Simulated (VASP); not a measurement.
## AlN in VASP 6.6.1, single-point calculation

INCAR

```
ENCUT = 520
LCHARG = .FALSE.
NSW = 0
ISIF = 2
LWAVE = .FALSE.
NELM = 120
LREAL = .FALSE.
ISMEAR = -1
NBANDS = 16
LASPH = .TRUE.
IBRION = -1
GGA = PE
EDIFF = 1E-9
PREC = Accurate
SIGMA = 0.02
```

KPOINTS

```
KPOINTS created by Atomic Simulation Environment
0
Gamma
12 12 6
0 0 0
```

POSCAR

```
Al N
 1.0000000000000000
     2.9830480613024712   -0.0000000000288676    0.0000000000000000
    -1.4915240306262356    2.5833954018122935    0.0000000000000000
     0.0000000000000000    0.0000000000000000    4.7804407265000002
 Al  N
   2   2
Cartesian
  0.0000000000166666  1.7222636011985730 -0.0054583780165269
  1.4915240306595685  0.8611318005848527  2.3847619852334723
  0.0000000000166666  1.7222636011985730  1.8220258540865266
  1.4915240306595685  0.8611318005848527  4.2122462173365269
```

The recommended PBE PAW datasets give the neutral cell 16 valence electrons.

Command

```
mpirun -np 1 vasp_std
```

**Question.** Predict the outcome of this run.

**Answer.** It converged. Results: gap between bands v and c on the k mesh 5.09 eV; least direct gap on the k mesh 5.35 eV; pressure 36.9 GPa. Band v is the last that the valence electrons fill when counted band by band, and c is the next.

OSZICAR

```
N       E                     dE             d eps       ncg     rms          rms(c)
DAV:   1     0.406932788124E+02    0.40693E+02   -0.75579E+03  2432   0.910E+02
DAV:   2    -0.314649447110E+02   -0.72158E+02   -0.66900E+02  3368   0.197E+02
DAV:   3    -0.344802958483E+02   -0.30154E+01   -0.30086E+01  2984   0.412E+01
DAV:   4    -0.344966508744E+02   -0.16355E-01   -0.16354E-01  3024   0.338E+00
DAV:   5    -0.344968513505E+02   -0.20048E-03   -0.20048E-03  3040   0.378E-01    0.132E+01
DAV:   6    -0.292203625560E+02    0.52765E+01   -0.10656E+01  2864   0.245E+01    0.461E+00
DAV:   7    -0.292079907932E+02    0.12372E-01   -0.86136E-01  2776   0.659E+00    0.317E+00
DAV:   8    -0.291982371472E+02    0.97536E-02   -0.52356E-02  2720   0.204E+00    0.432E-01
DAV:   9    -0.291943646430E+02    0.38725E-02   -0.11122E-02  3192   0.790E-01    0.219E-01
DAV:  10    -0.291948947979E+02   -0.53015E-03   -0.17915E-03  2656   0.272E-01    0.117E-01
DAV:  11    -0.291948264522E+02    0.68346E-04   -0.16816E-04  2856   0.101E-01    0.242E-02
DAV:  12    -0.291948286746E+02   -0.22224E-05   -0.95048E-06  2784   0.247E-02    0.756E-03
DAV:  13    -0.291948284248E+02    0.24982E-06   -0.22865E-06  2896   0.120E-02    0.459E-03
DAV:  14    -0.291948284491E+02   -0.24260E-07   -0.19019E-07  2832   0.376E-03    0.162E-03
DAV:  15    -0.291948284848E+02   -0.35750E-07   -0.24809E-08  3184   0.119E-03    0.209E-04
DAV:  16    -0.291948284792E+02    0.55916E-08   -0.96866E-10  1704   0.261E-04    0.118E-04
DAV:  17    -0.291948284819E+02   -0.26434E-08   -0.16559E-10  1472   0.142E-04    0.507E-05
DAV:  18    -0.291948284807E+02    0.11537E-08   -0.14909E-11  1368   0.404E-05    0.188E-05
DAV:  19    -0.291948284804E+02    0.27671E-09   -0.36653E-12  1392   0.164E-05
   1 F= -.29194828E+02 E0= -.29194828E+02  d E =-.429585E-12
```

For comparison, a separate PBE run of the intended cell, on usual settings and not on those above, gives a gap of 5.09 eV on its mesh and a pressure of 36.9 GPa.
